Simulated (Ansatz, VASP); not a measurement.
MgS: VASP beside Ansatz

The input INCAR:

```
SYSTEM = MgS
  ALGO = Normal
  EDIFF = 1E-7
  ENCUT = 520
  GGA = PE
  ISIF = 2
  ISMEAR = -1
  LASPH = .TRUE.
  LCHARG = .FALSE.
  LREAL = .FALSE.
  LWAVE = .FALSE.
  NBANDS = 16
  NELM = 60
  PREC = Accurate
  SIGMA = 0.05
```

Contents of KPOINTS:

```
k-points
0
G
  8 8 4
  0 0 0
```

The input POSCAR:

```
MgS
1.0
    4.0613425392      0.0000000000      0.0000000000
   -2.0306712696      3.5172258124      0.0000000000
    0.0000000000      0.0000000000      6.4748933962
S Mg
2 2
Direct
    0.6666666667      0.3333333333      0.8792441500
    0.3333333333      0.6666666667      0.3792441500
    0.3333333333      0.6666666667      0.9957548500
    0.6666666667      0.3333333333      0.4957548500
```

File input.yaml:

```yaml
crystal:
  lattice:
    - [4.0613425392, 0.0, 0.0]
    - [-2.0306712696, 3.5172258124, 0.0]
    - [0.0, 0.0, 6.4748933962]
  atoms:
    - { symbol: S, position: [0.6666666667, 0.3333333333, 0.87924415] }
    - { symbol: S, position: [0.3333333333, 0.6666666667, 0.37924415] }
    - { symbol: Mg, position: [0.3333333333, 0.6666666667, 0.99575485] }
    - { symbol: Mg, position: [0.6666666667, 0.3333333333, 0.49575485] }
hamiltonian:
  xc: pbe
  pseudopotentials: { kind: paw }
kpoints:
  mp_grid: { grid: [8, 8, 4] }
scf:
  occupations: { method: fermi_dirac, width: 0.05 }
output:
  forces: true
  stress: true
  eigenvalues: true
  write_density: true
  write_potential: true
  elf: true
  volumetric_format: npy
```

Change from the starting cell: volume scaled by 1.02.

Alike in both runs: task single point; functional PBE; k mesh 8 × 8 × 4; occupations fermi-dirac, width 0.05 eV; no spin polarisation.

|  | VASP | Ansatz |
| --- | --- | --- |
| version | VASP 6.6.1 | Ansatz 0.2.0 |
| potentials or method | VASP PAW PBE potentials, release 64 (S, Mg) | Ansatz PAW |
| plane-wave cutoff (eV) | 520 | 420 |
| valence electrons in the cell | 16 | 32 |

|  | VASP | Ansatz | Ansatz less VASP |
| --- | --- | --- | --- |
| gap on the k mesh at the Fermi level (eV) | 3.34 | 3.34 | +0.008 |
| least direct gap on the mesh (eV) | 3.34 | 3.34 | +0.008 |
| pressure (GPa) | -0.2 | -0.1 | +0.15 |
| largest component of the traceless stress (GPa) | 0.11 | 0.12 | +0.011 |
| rms of the force components (eV/Å) | 0.029 | 0.029 | -0.0004 |

Atom by atom the forces differ by 0.000 eV/Å (rms over components). The two sets of potentials don't hold the same shells in valence.
